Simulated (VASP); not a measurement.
## A VASP 6.6.1 single-point calculation on GaN

INCAR

```
GGA = PE
NSW = 0
ALGO = Normal
SIGMA = 0.02
EDIFF = 1E-7
ISIF = 2
IBRION = -1
NBANDS = 16
LASPH = .TRUE.
LWAVE = .FALSE.
LMAXMIX = 6
ENCUT = 520
NELM = 120
PREC = Accurate
ISMEAR = -1
LCHARG = .FALSE.
LREAL = .FALSE.
```

KPOINTS

```
KPOINTS created by Atomic Simulation Environment
0
Gamma
10 10 10
0 0 0
```

POSCAR

```
Ga N
 1.0000000000000000
     0.0000000000000000    2.3164211173000000    2.3164211173000000
     2.3164211173000000    0.0000000000000000    2.3164211173000000
     2.3164211173000000    2.3164211173000000    0.0000000000000000
 Ga  N
   1   1
Cartesian
  0.0000000000000000  0.0000000000000000  0.0000000000000000
  1.1582105586500000  1.1582105586500000  1.1582105586500000
```

The recommended PBE PAW datasets give the neutral cell 18 valence electrons.

Command

```
mpirun -np 1 vasp_std
```

OSZICAR

```
N       E                     dE             d eps       ncg     rms          rms(c)
DAV:   1     0.816984403601E+02    0.81698E+02   -0.92828E+03  1688   0.195E+03
DAV:   2    -0.797048439341E+01   -0.89669E+02   -0.82828E+02  1752   0.323E+02
DAV:   3    -0.139233638466E+02   -0.59529E+01   -0.59263E+01  1704   0.704E+01
DAV:   4    -0.139965841379E+02   -0.73220E-01   -0.73207E-01  1936   0.840E+00
DAV:   5    -0.139975046436E+02   -0.92051E-03   -0.92050E-03  1792   0.853E-01    0.745E+00
DAV:   6    -0.121298607096E+02    0.18676E+01   -0.50319E+00  2272   0.373E+01    0.272E+00
DAV:   7    -0.121275705680E+02    0.22901E-02   -0.28705E-01  1592   0.690E+00    0.175E+00
DAV:   8    -0.121236532670E+02    0.39173E-02   -0.77149E-02  1656   0.308E+00    0.940E-01
DAV:   9    -0.121182261658E+02    0.54271E-02   -0.13323E-02  2240   0.226E+00    0.289E-01
DAV:  10    -0.121186780415E+02   -0.45188E-03   -0.12855E-03  1664   0.393E-01    0.171E-01
DAV:  11    -0.121186012760E+02    0.76766E-04   -0.21907E-04  2112   0.277E-01    0.280E-02
DAV:  12    -0.121186048757E+02   -0.35997E-05   -0.24819E-05  1616   0.439E-02    0.905E-03
DAV:  13    -0.121186048673E+02    0.83987E-08   -0.85667E-07  2312   0.143E-02
   1 F= -.12118605E+02 E0= -.12118605E+02  d E =-.108024E-11
```

Standard output (part)

```
POSCAR found type information on POSCAR GaN
 POSCAR found :  2 types and       2 ions
 LDA part: xc-table for (Slater+PW92), standard interpolation
 POSCAR, INCAR and KPOINTS ok, starting setup
 WAVECAR not read
 entering main loop
```

From OUTCAR

```
k-points           NKPTS =     47   k-points in BZ     NKDIM =     47   number of bands    NBANDS=     16

   NELECT =      18.0000    total number of electrons

   dimension x,y,z NGX =    24 NGY =   24 NGZ =   24
   dimension x,y,z NGXF=    48 NGYF=   48 NGZF=   48

  energy-cutoff  :      520.00
  volume of cell :       24.86
      direct lattice vectors                 reciprocal lattice vectors
     0.000000000  2.316421117  2.316421117    -0.215850217  0.215850217  0.215850217
     2.316421117  0.000000000  2.316421117     0.215850217 -0.215850217  0.215850217
     2.316421117  2.316421117  0.000000000     0.215850217  0.215850217 -0.215850217

 k-points in reciprocal lattice and weights: KPOINTS created by Atomic Simulation Env
   0.00000000  0.00000000  0.00000000       0.001
   0.10000000  0.00000000  0.00000000       0.008
   0.20000000  0.00000000  0.00000000       0.008
   0.30000000  0.00000000  0.00000000       0.008
   0.40000000  0.00000000  0.00000000       0.008
   0.50000000  0.00000000  0.00000000       0.004
   0.10000000  0.10000000  0.00000000       0.006
   0.20000000  0.10000000  0.00000000       0.024
   ...

 E-fermi :   4.8571

 k-point     1 :       0.0000    0.0000    0.0000
  band No.  band energies     occupation
      1     -10.8410      2.00000
      2      -8.9792      2.00000
      3      -8.9792      2.00000
      4      -8.9792      2.00000
      5      -8.7345      2.00000
      6      -8.7345      2.00000
      7       4.4228      2.00000
      8       4.4228      2.00000
      9       4.4228      2.00000
     10       5.6160      0.00000
     11      14.2104      0.00000
     12      14.2104      0.00000
     13      14.2104      0.00000
     14      20.9202      0.00000
     15      22.6563      0.00000
     16      22.6563      0.00000

 k-point     2 :       0.1000    0.0000    0.0000
  band No.  band energies     occupation
      1     -10.7515      2.00000
      2      -8.9686      2.00000
      3      -8.9686      2.00000
      4      -8.9330      2.00000
      5      -8.7354      2.00000
      6      -8.7354      2.00000
      7       3.2810      2.00000
      8       4.3271      2.00000
      9       4.3271      2.00000
     10       6.5467      0.00000
     11      13.7172      0.00000
     12      14.3582      0.00000
     13      14.3582      0.00000
     14      21.2638      0.00000
     15      21.4157      0.00000
     16      21.4157      0.00000

 k-point     3 :       0.2000    0.0000    0.0000
  band No.  band energies     occupation
      1     -10.5386      2.00000
      2      -8.9440      2.00000
      3      -8.9440      2.00000
      4      -8.7484      2.00000
      5      -8.7341      2.00000
      6      -8.7341      2.00000
      7       1.5810      2.00000
      8       4.0915      2.00000
      9       4.0915      2.00000
     10       7.5993      0.00000
     11      12.9609      0.00000
     12      14.6078      0.00000
     13      14.6078      0.00000
     14      20.2633      0.00000
     15      20.6748      0.00000
     16      20.6748      0.00000

 ...

  Total       -1.2737593     -1.2737593     -1.2737593      0.0000000      0.0000000      0.0000000
  in kB      -82.0947571    -82.0947571    -82.0947571      0.0000000      0.0000000      0.0000000
  external PRESSURE =     -82.0947571 kB  Pullay stress =       0.0000000 kB

 POSITION                                       TOTAL-FORCE (eV/Angst)
 -----------------------------------------------------------------------------------
      0.00000      0.00000      0.00000         0.000000      0.000000      0.000000
      1.15821      1.15821      1.15821        -0.000000     -0.000000     -0.000000
 -----------------------------------------------------------------------------------
    total drift:                                0.000001      0.000001      0.000001

  FREE ENERGIE OF THE ION-ELECTRON SYSTEM (eV)
  ---------------------------------------------------
  free  energy   TOTEN  =       -12.1186048673 eV

  energy  without entropy=      -12.1186048673  energy(sigma->0) =      -12.11860487
```

It converged. Results: gap between bands v and c on the k mesh 1.19 eV; least direct gap on the k mesh 1.19 eV; pressure -8.2 GPa. Band v is the last that the valence electrons fill when counted band by band, and c is the next.

For comparison, a separate PBE run of the intended cell, on usual settings and not on those above, gives a gap of 1.19 eV on its mesh and a pressure of -8.2 GPa.

The run above took about 12 s on one core of a shared host (Intel Xeon Platinum 8488C) and held 0.15 GiB at most.
